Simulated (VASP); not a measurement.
Input of a VASP 6.6.1 run:

INCAR

```
SYSTEM = Cu
PREC = Accurate
ENCUT = 520
EDIFF = 1E-7
ISMEAR = -1
SIGMA = 0.05
LREAL = .FALSE.
LASPH = .TRUE.
NELM = 100
ALGO = Normal
ISIF = 2
LWAVE = .FALSE.
LCHARG = .FALSE.
GGA = PS
NBANDS = 12
```

Contents of KPOINTS:

```
regular mesh
0
G
  13 13 13
  0 0 0
```

Contents of POSCAR:

```
Cu
1.0
   -1.4107970000      1.4416160000      1.3667370000
    1.3919440000     -1.4545510000      1.3605320000
    1.4609790000      1.5047330000     -1.3802990000
Cu
1
Direct
    0.0187920000      0.0028610000      0.0143870000
```

Potentials or basis: VASP PAW PBE potentials, release 64 (Cu).

The run is started by

```console
$ cat potpaw_PBE.64/Cu/POTCAR > POTCAR
$ mpirun -np 1 vasp_std > vasp.out
```

(1) Estimate the pressure.

(2) What does it give for the band gap on the k mesh?

Results:

(1) -0.3 GPa.

(2) none (metal or under the smearing width).

Caveat: the PAW data sets were made with another functional, which shifts forces and pressure a little.
